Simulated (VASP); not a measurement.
Si2W: relaxation of cell and atoms with PBE

Crystal: Si2W.

```
CELL_PARAMETERS angstrom
-1.60690 1.60690 3.91495
1.60690 -1.60690 3.91495
1.60690 1.60690 -3.91495
ATOMIC_POSITIONS crystal
Si 0.33470 0.33470 0.00000
Si 0.66530 0.66530 0.00000
W 0.00000 0.00000 0.00000
```

```yaml
Program: VASP 6.6.1
Task: relaxation of cell and atoms
Functional: PBE
Potentials_or_basis: VASP PAW PBE potentials, release 64 (Si, W_sv)
Cutoff: 520 eV
k_mesh: 4 × 4 × 4
Occupations: gaussian, width 0.1 eV
Spin: no spin polarisation
Further_INCAR_settings: ALGO = Normal; EDIFF = 1e-07; IBRION = 2; EDIFFG = -0.002; NSW = 80; ISIF = 3
```

| Quantity | Value |
| --- | --- |
| Relaxed volume | 13.71 Å³/atom |
| Relaxed cell | a = 4.558 Å, b = 4.558 Å, c = 4.558 Å, α = 138.52°, β = 138.52°, γ = 60.10° |
| Space group after relaxing (to 0.05 Å) | I4/mmm (No. 139) |
| Energy gained by relaxing | 4.1 meV/atom |
| Ionic steps | 13 |
| Pressure after relaxing | 0.0 GPa |
| Band gap on the k mesh | none (metal or under the smearing width) |

Step by step:
| step | energy change (eV) | largest force (eV/Å) | pressure (GPa) | volume (Å³) |
| --- | --- | --- | --- | --- |
| 1 | 0.0000 | 0.2782 | 4.16 | 40.44 |
| 2 | 0.0209 | 0.1353 | -7.00 | 42.52 |
| 3 | -0.0116 | 0.1117 | -0.29 | 41.20 |
| 4 | -0.0116 | 0.1148 | -0.20 | 41.18 |
| 5 | -0.0123 | 0.0192 | 0.05 | 41.11 |
| 6 | -0.0123 | 0.0054 | 0.08 | 41.10 |
| 7 | -0.0123 | 0.0050 | -0.10 | 41.14 |
| 8 | -0.0123 | 0.0000 | -0.01 | 41.12 |
| 9 | -0.0123 | 0.0003 | -0.01 | 41.12 |
| 10 | -0.0123 | 0.0012 | -0.03 | 41.13 |
| 11 | -0.0123 | 0.0006 | -0.03 | 41.12 |
| 12 | -0.0123 | 0.0007 | 0.05 | 41.11 |
| 13 | -0.0123 | 0.0002 | 0.01 | 41.12 |

Final structure:
```
CELL_PARAMETERS angstrom
-1.61411 1.61411 3.94554
1.61411 -1.61411 3.94554
1.61411 1.61411 -3.94554
ATOMIC_POSITIONS crystal
Si 0.33330 0.33330 0.00000
Si 0.66670 0.66670 0.00000
W 0.00000 0.00000 0.00000
```

Levels at points of the mesh, in eV from the Fermi level:
| k point | band 8 | band 9 | band 10 | band 11 | band 12 | band 13 | band 14 | band 15 |
| --- | --- | --- | --- | --- | --- | --- | --- | --- |
| (0.00, 0.00, 0.00) | -3.39 | -2.96 | -2.96 | 0.47 | 2.47 | 2.80 | 2.97 | 2.97 |
| (0.50, 0.00, 0.00) | -4.95 | -2.88 | -2.85 | -0.56 | 2.49 | 2.58 | 3.77 | 4.11 |
| (0.50, 0.50, 0.00) | -5.68 | -5.12 | -3.34 | -1.86 | 2.50 | 2.74 | 2.91 | 3.62 |
| (0.50, 0.50, 0.50) | -2.72 | -1.00 | -1.00 | -0.64 | -0.64 | 0.64 | 4.20 | 4.56 |

Run time: 65 s on 4 MPI ranks on Intel(R) Xeon(R) Platinum 8259CL CPU @ 2.50GHz (Skylake/Cascade Lake) (shared host), peak memory 0.21 GiB a rank.

Caveat: the k mesh is coarse (spacing up to 0.69 Å⁻¹), so the values aren't converged. PBE usually gives volumes a little too large and moduli too small.
